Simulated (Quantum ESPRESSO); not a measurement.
Runs of Quantum ESPRESSO 7.5 on NbP. The structure is tetragonal, space group I4_1md (No. 109). The conventional cell has a = 3.350 Å, b = 3.350 Å, c = 11.480 Å, α = 90.00°, β = 90.00°, γ = 90.00°. Around Nb (site symmetry 2mm) lie 6 P at 2.55 Å. P (site symmetry 2mm) has 6 Nb at 2.55 Å as nearest neighbours. The cell is a database's computed one.

| task | level | potentials or basis | U | k mesh | cutoff (eV) | smearing | mixing beta | SCF threshold | form of the LDA correlation | start of the occupations | hubbard projectors | mesh quality | gap on the mesh (eV) | pressure (GPa) | V0 of scaled cells (Å³/atom) | B0 (GPa) | largest force (eV/Å) |
| --- | --- | --- | --- | --- | --- | --- | --- | --- | --- | --- | --- | --- | --- | --- | --- | --- | --- |
| single point | PBE | SSSP 1.3 efficiency PBE | - | 11 × 11 × 11 | 748 | fermi-dirac 0.05 eV | 0.5 | 8e-10 Ry | - | - | - | not flagged | none | -1.0 | - | - | 0.02 |
| equation of state | PBE | SSSP 1.3 efficiency PBE | - | 11 × 11 × 11 | 748 | fermi-dirac 0.05 eV | 0.5 | 8e-10 Ry | - | - | - | not flagged | - | - | 16.03 | (b) | - |
| equation of state | LDA | GBRV 1.5 LDA | - | 11 × 11 × 11 | 612 | fermi-dirac 0.05 eV | 0.5 | 8e-10 Ry | PZ81 | - | - | not flagged | - | - | (c) | 213 | - |
| Hubbard U by linear response | LDA+U | JTH 2.0 LDA | Nb d U = 0.0001 eV | 8 × 8 × 8 | 490 | cold 0.2 eV | 0.3 | 8e-10 Ry | PW92 | default | ortho-atomic | coarse | none | -9.5 | - | - | 0.02 |
| band structure | PBEsol | GBRV 1.5 PBEsol | - | 11 × 11 × 11 | 612 | fermi-dirac 0.05 eV | 0.5 | 8e-10 Ry | - | - | - | not flagged | none | (a) | - | - | 0.02 |
| band structure | PBE | PseudoDojo 0.4.1 SR PBE standard | - | 11 × 11 × 11 | 1116 | fermi-dirac 0.05 eV | 0.5 | 8e-10 Ry | - | - | - | not flagged | none | -1.0 | - | - | 0.02 |
| band structure | r2SCAN | SG15 PBE 1.2 | - | 6 × 6 × 6 | 952 | fermi-dirac 0.05 eV | 0.5 | 1e-08 Ry | - | - | - | coarse | - | -1.8 | - | - | - |
| equation of state | r2SCAN | SG15 PBE 1.2 | - | 4 × 4 × 4 | 952 | fermi-dirac 0.05 eV | 0.5 | 1e-08 Ry | - | - | - | coarse | - | - | 16.01 | 195 | - |
| Wannier functions | LDA | JTH 2.0 LDA | - | 8 × 8 × 8 | 490 | fermi-dirac 0.05 eV | 0.5 | 8e-10 Ry | PW92 | - | - | coarse | none | -9.5 | - | - | 0.02 |
| equation of state | PBEsol | GBRV 1.5 PBEsol | - | 11 × 11 × 11 | 612 | fermi-dirac 0.05 eV | 0.5 | 8e-10 Ry | - | - | - | not flagged | - | - | 15.56 | 205 | - |

Alike in all rows: no spin polarisation; cell as given.

Question: Estimate the missing entries.

Answer: (a) -6.7; (b) 190; (c) 15.33.

Caveats: some runs use coarse meshes; the cell was scaled at fixed shape and fractional positions, which overstates the stiffness of a crystal with free parameters, most of all of layers and chains (some runs); some levels on the path didn't converge (some runs); the cutoff is low for these files, which shifts pressure and relaxed volume (some runs); the potentials were made for another functional, which shifts forces and pressure (some runs); on PAW files with symmetry the computed U can be off by some tenths of an eV for atoms off the origin (some runs); the computed U isn't converged in cell size (some runs); U without spin polarisation on a metal has little footing (some runs).

A k mesh can miss the band edges, and the runs leave out spin-orbit coupling on Nb.

A gap of «none» marks a metal or a gap under the smearing width.

Not every run made on this cell is shown here.
